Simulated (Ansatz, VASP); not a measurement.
**One calculation of InPd, two programs**

```
CELL_PARAMETERS angstrom
3.27188 0.00000 0.00000
0.00000 3.27188 0.00000
0.00000 0.00000 3.27188
ATOMIC_POSITIONS crystal
In 0.00000 0.00000 0.00000
Pd 0.50000 0.50000 0.50000
```

The cell comes from a database or a generator and needn't be the stable form of this composition.

Alike in both runs: task single point; functional LDA; k mesh 13 × 13 × 13; occupations fermi-dirac, width 0.03 eV; no spin polarisation.

|  | VASP | Ansatz |
| --- | --- | --- |
| version | VASP 6.6.1 | Ansatz 0.2.0 |
| potentials or method | VASP PAW LDA potentials, release 64 (In_d, Pd), cutoff 520 eV | all-electron LAPW, scalar-relativistic |

|  | VASP | Ansatz | Ansatz less VASP |
| --- | --- | --- | --- |
| pressure (GPa) | -6.6 | -6.9 | -0.32 |

Ansatz ran all-electron here, so the differences hold the error of VASP's frozen core and of both bases.
